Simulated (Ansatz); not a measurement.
Crystal: SnO.

```
CELL_PARAMETERS angstrom
3.35500 0.00000 0.00000
0.00000 5.67410 0.00000
0.00000 0.00000 4.22197
ATOMIC_POSITIONS crystal
Sn 0.50000 0.76809 0.01314
Sn 0.00000 0.23191 0.51314
O 0.50000 0.10875 0.23686
O 0.00000 0.89125 0.73686
```

The cell comes from a database or a generator and needn't be the stable form of this composition.

Base run:

| Quantity | Value |
| --- | --- |
| Program | Ansatz 0.2.0 |
| Functional | r2SCAN |
| Potentials or basis | Ansatz PAW |
| Cutoff | 500 eV (not typed: the program's choice for these potentials) |
| k mesh | 8 × 5 × 6 |
| Occupations | fermi-dirac, width 0.05 eV |
| Spin | no spin polarisation |

Its results: band gap on the k mesh 1.81 eV, indirect (least direct gap 2.39 eV); pressure -3.1 GPa; largest force 0.637 eV/Å.

Task: The run is repeated on the same cell with these changes: functional from r2SCAN to LDA; cutoff from 500 eV (not typed: the program's choice for these potentials) to 420 eV (not typed: the program's choice for these potentials). What comes out?

Result: Band gap on the k mesh 1.47 eV, indirect (least direct gap 2.07 eV); pressure -5.5 GPa; largest force 0.743 eV/Å.

r2SCAN gives the wider gap, since meta-GGAs in the generalised Kohn-Sham scheme recover part of the derivative discontinuity.

Caveats: the k mesh misses the band edges, so the gap on the mesh is wider than the one along the path; spin-orbit coupling is left out, which moves the levels of the heavy elements; the PAW data sets come from PBE, with cores solved anew for the run's functional, which leaves a small shift of forces and pressure.
